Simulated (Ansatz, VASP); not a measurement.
Two plane-wave programs on As

```
CELL_PARAMETERS angstrom
0.00000 2.94300 2.94300
2.94300 0.00000 2.94300
2.94300 2.94300 0.00000
ATOMIC_POSITIONS crystal
As 0.12500 0.12500 0.12500
As 0.87500 0.87500 0.87500
```

Alike in both runs: task single point; functional LDA; k mesh 10 × 10 × 10; occupations fermi-dirac, width 0.1 eV; no spin polarisation.

```csv
,VASP,Ansatz
version,VASP 6.6.1,Ansatz 0.2.0
potentials or method,"VASP PAW LDA potentials, release 64 (As)","plane waves (420 eV) with PAW, scalar-relativistic"
plane-wave cutoff (eV),520,420
valence electrons in the cell,10,30
```

|  | VASP | Ansatz | Ansatz less VASP |
| --- | --- | --- | --- |
| pressure (GPa) | 2.5 | 2.2 | -0.31 |

The two sets of potentials don't hold the same shells in valence. Ansatz warned: «pseudo_functional_mismatch».
